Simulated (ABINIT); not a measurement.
The system is KBr.

```
Br K
1.0
     0.00000    3.30000    3.30000
     3.30000    0.00000    3.30000
     3.30000    3.30000    0.00000
Br K
1 1
Direct
  0.50000 0.50000 0.50000
  0.00000 0.00000 0.00000
```

Base run:

```yaml
Program: ABINIT 10.8.3 (patched build)
Functional: HSE06
Potentials_or_basis: SG15 NC PBE v1.2
Cutoff: 381 eV
k_mesh: 6 × 6 × 6
Occupations: fixed
Spin: no spin polarisation
```

Its results: band gap on the k mesh 5.49 eV, direct.

Problem. The run is repeated on the same cell with these changes: functional from HSE06 to PBE. What comes out?

Solution. Band gap on the k mesh 4.42 eV, direct.

HSE06 gives the wider gap, since exact exchange removes part of the self-interaction.

Caveats: Libxc's HSE differs a little from that of other programs (some runs).

